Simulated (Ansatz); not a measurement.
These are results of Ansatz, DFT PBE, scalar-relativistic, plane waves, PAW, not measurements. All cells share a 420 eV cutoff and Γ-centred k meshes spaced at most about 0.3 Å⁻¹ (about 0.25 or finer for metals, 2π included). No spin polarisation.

Temperature and zero-point effects are left out.

Two relaxed structures of InSb₅:

A.

```
In Sb
1.0
     7.08334    0.00000    0.00000
     0.00000    7.08334    0.00000
     0.00000    0.00000    6.28272
In Sb
1 5
Direct
  0.00000 0.00000 0.50000
  0.69952 0.69952 0.00000
  0.30047 0.30047 0.00000
  0.69952 0.30047 0.00000
  0.30047 0.69952 0.00000
  0.00000 0.00000 0.00000
```

B.

```
In Sb
1.0
     3.16157    0.00000    0.00000
     0.00000    3.16157    0.00000
     0.00000    0.00000   16.96639
In Sb
1 5
Direct
  0.50000 0.50000 0.00000
  0.50000 0.50000 0.34194
  0.50000 0.50000 0.65806
  0.00000 0.00000 0.16446
  0.00000 0.00000 0.83554
  0.00000 0.00000 0.50000
```

Question: Which is lower in energy, and by how much?

Answer: B is lower, by 0.31 eV/atom. A has space group P4/mmm (No. 123), 52.5 Å³/atom and no gap on its mesh; B has space group P4/mmm (No. 123), 28.3 Å³/atom and no gap. Counting Sb atoms around In (those within 1.25 times the shortest such distance or 1.15 times the sum of covalent radii, 1.27 where that leaves under three; the shortest distance is added where it exceeds 1.18 times the sum of covalent radii), A has In 2 and B has In 8 from 3.6 Å. A holds Sb–Sb nets (shortest 2.83 Å); in B the shortest Sb–Sb distance is 3.16 Å, near bonding range too. Even the lower one lies +0.24 eV/atom against the reference forms of the elements (uncorrected), so neither is stable at this level. In A, around In lie 2 Sb at 3.14 Å; Sb on a site of symmetry m2m has 2 Sb at 2.83 Å and 1 Sb at 3.01 Å; Sb on a site of symmetry 4/mmm has 4 Sb at 3.01 Å and 2 In at 3.14 Å. In B, In has 4 In at 3.16 Å and 8 Sb at 3.58 Å; around Sb on a site of symmetry 4mm lie 4 Sb at 3.16 Å, 4 Sb at 3.49 Å and 4 Sb at 3.75 Å; around Sb on a second site of symmetry 4mm lie 4 Sb at 3.16 Å, 4 In at 3.58 Å and 4 Sb at 3.75 Å; 1 more site not described. Both come from invented guesses.

No dispersion correction is applied, so the spacing and binding between layers, chains or molecules are poorly described (P4/mmm at 28.3 Å³/atom), and this can change margins and order among such cells. These runs have no spin–orbit coupling, which can matter for Sb. Cells relaxed within their symmetry can be saddle points.
